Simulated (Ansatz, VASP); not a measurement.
# One calculation of SiC2, two programs

```
Si C
1.0
     3.24455    0.00000    0.00000
    -1.62228    2.80986    0.00000
     0.00000    0.00000   13.49913
Si C
2 4
Cartesian
  0.0000 1.8732 6.7496
  1.6223 0.9366 6.7496
  0.0000 1.8732 11.1285
  0.0000 1.8732 2.3707
  1.6223 0.9366 11.1285
  1.6223 0.9366 2.3707
```

Alike in both runs: functional PBE; k mesh 6 × 6 × 2; occupations gaussian, width 0.1 eV; no spin polarisation.

Ansatz relaxed the structure, and its values are those at the end. VASP's run is a single point on that final structure, the one shown.

|  | VASP | Ansatz |
| --- | --- | --- |
| version | VASP 6.6.1 | Ansatz 0.2.0 |
| potentials or method | VASP PAW PBE potentials, release 64 (Si, C) | scalar-relativistic, plane waves, PAW |
| plane-wave cutoff (eV) | 520 | 420 |
| valence electrons in the cell | 24 | 24 |

|  | VASP | Ansatz | Ansatz less VASP |
| --- | --- | --- | --- |
| gap on the k mesh at the Fermi level (eV) | none | none | - |
| pressure (GPa) | -0.1 | -0.1 | 0.00 |

A gap of «none» marks a metal or a gap that the smearing closes.

Caveats: the k mesh is coarse (spacing up to 0.37 Å⁻¹), so the values aren't converged; this functional lacks dispersion, which binds the layers, so the pressure and a relaxed spacing across them are unreliable.
